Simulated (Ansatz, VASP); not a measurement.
# MgO in VASP and in Ansatz

```
Mg O
1.0
     3.03079    0.00000    0.00000
    -1.51540    2.62474    0.00000
     0.00000    0.00000    5.93530
Mg O
2 2
Direct
  0.33333 0.66667 0.00216
  0.66667 0.33333 0.50216
  0.33333 0.66667 0.40244
  0.66667 0.33333 0.90244
```

Alike in both runs: task single point; functional PBEsol; k mesh 9 × 9 × 6; occupations gaussian, width 0.05 eV; no spin polarisation.

|  | VASP | Ansatz |
| --- | --- | --- |
| version | VASP 6.6.1 | Ansatz 0.2.0 |
| potentials or method | VASP PAW PBE potentials, release 64 (Mg, O) | scalar-relativistic, plane waves, PAW |
| plane-wave cutoff (eV) | 520 | 420 |
| valence electrons in the cell | 16 | 32 |

```tsv
	VASP	Ansatz	Ansatz less VASP
gap on the k mesh at the Fermi level (eV)	3.23	3.23	+0.006
least direct gap on the mesh (eV)	3.23	3.23	+0.006
pressure (GPa)	14.1	13.9	-0.16
largest component of the traceless stress (GPa)	30.36	29.78	-0.582
rms of the force components (eV/Å)	0.756	0.740	-0.0158
```

Atom by atom the forces differ by 0.016 eV/Å (rms over components). The two sets of potentials don't hold the same shells in valence.

Caveats: the PAW data sets were made with another functional, which shifts forces and pressure a little (VASP); an odd mesh through Γ misses points on the zone boundary, where band edges often lie.
